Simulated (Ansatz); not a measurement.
Phases of B at 160 GPa

Structure types of B are relaxed in primitive cells with their symmetry kept at 160 GPa, on PAW files; LAPW relaxes the small cells further and takes the PAW cell for the others (marked *). The enthalpy is E + pV at zero temperature, without zero-point motion. Only the types listed were tried, and differences under about 5 meV/atom are mesh noise. The real phase may be another.

Level of theory: DFT with PBE, scalar-relativistic, in Ansatz 0.2.0; Fermi–Dirac smearing of 0.08 eV, no spin polarisation. LAPW: all electrons, basis error target 0.5 meV/atom; PAW: frozen-core files, cutoff 420 eV.

k meshes: fcc 25×25×25, bcc 25×25×25, hcp 23×23×13, simple hexagonal 24×24×22, graphite 16×16×5, beta tin 24×24×24.

**Question.** Which type is lowest in enthalpy, and by how much?

**Answer.** fcc, 105 meV/atom below simple hexagonal. The whole table:

```csv
start type,ends as,"a, b, c (Å)",V (Å³/atom),"H − H(lowest), LAPW (meV/atom)","same, PAW"
fcc,"fcc, Fm-3m","2.571, 2.571, 2.571",4.25,0.0,0.0
bcc,"bcc, Im-3m","2.051, 2.051, 2.051",4.31,473.7,473.1
hcp,"hcp, P6_3/mmc","1.729, 1.729, 3.335",4.32,166.1,165.8
simple hexagonal,"simple hexagonal, P6/mmm","1.692, 1.692, 1.824",4.52,104.6,103.3
graphite*,"distorted graphite, P6_3/mmc","2.670, 2.670, 3.218",4.97,620.4,620.7
beta tin,"beta tin, I4_1/amd","3.464, 3.464, 1.535",4.60,278.4,277.6
```

**Question.** Split the lead of fcc over simple hexagonal into energy and pV.

**Answer.** For simple hexagonal less fcc: ΔE = -166.7 meV/atom, and p·ΔV = 160 GPa × +0.2716 Å³ × 6.242 meV/(GPa·Å³) = +271.3 meV/atom, together 104.6 meV/atom. fcc wins by its smaller volume, against the internal energy.
